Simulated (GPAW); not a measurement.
Runs of GPAW 26.7.0 on ZrO2. Symmetry: Fm-3m, No. 225, cubic system. Conventional cell: a = 5.090 Å, b = 5.090 Å, c = 5.090 Å, α = 90.00°, β = 90.00°, γ = 90.00°. Zr (site symmetry m-3m) is surrounded by 8 O at 2.20 Å. Around O (site symmetry -43m) lie 4 Zr at 2.20 Å. Measurements of this composition are mostly on another form, of space group No. 14.

```tsv
task	level	potentials or basis	spin	band path	band points	spin axis theta (degrees)	spin axis phi (degrees)	soc after scf	gap on the mesh (eV)	pressure (GPa)	V0 of scaled cells (Å³/atom)	B0 (GPa)
band structure	vdW-DF2	GPAW PAW data sets (gpaw-data 1.2.1), pw	SOC, no magnetisation	GXWKGLUWLK,UX	80	0	0	second variation	3.57	-	-	-
equation of state	PBEsol	PAW data sets generated in the run's folder for this functional, pw	off	-	-	-	-	-	-	-	10.75	(b)
band structure	BP86	PAW data sets generated in the run's folder for this functional, pw	SOC, no magnetisation	GXWKGLUWLK,UX	80	0	0	second variation	(a)	1.4	-	-
equation of state	PBE	PAW data sets generated in the run's folder for this functional, pw	off	-	-	-	-	-	-	-	11.07	237
band structure	PBEsol	PAW data sets generated in the run's folder for this functional, pw	SOC, no magnetisation	GXWKGLUWLK,UX	60	54.7	45	second variation	(d)	(c)	-	-
equation of state	revPBE+D3	the program's PAW data sets (release 1.2.1) made for this functional, pw	off	-	-	-	-	-	-	-	10.99	232
equation of state	PBEsol+D3(BJ)	PAW data sets generated in the run's folder for this functional, pw	off	-	-	-	-	-	-	-	10.59	264
equation of state	AM05	PAW data sets generated in the run's folder for this functional, pw	off	-	-	-	-	-	-	-	10.75	253
equation of state	PBE+D3	GPAW PAW data sets (gpaw-data 1.2.1), pw	off	-	-	-	-	-	-	-	10.93	241
```

Alike in all rows: cell as given; k mesh 7 × 7 × 7; cutoff (eV) 800; smearing fermi-dirac 0.05 eV.

Task: Fill in the values left out.

Result: (a) 3.44; (b) 255; (c) -5.6; (d) 3.37.

Caveats: spin-orbit coupling was added after a scalar SCF, so levels and gaps hold it while energy, forces, pressure and moments don't (some runs); this program's spin-orbit splittings come out too wide for heavy elements (some runs); the mesh misses the band edges, which the band path finds closer together (some runs); the PAW data sets were made with another functional, which shifts forces and pressure a little (some runs).

A k mesh can miss the band edges, and rows without SOC leave out spin-orbit coupling on Zr.
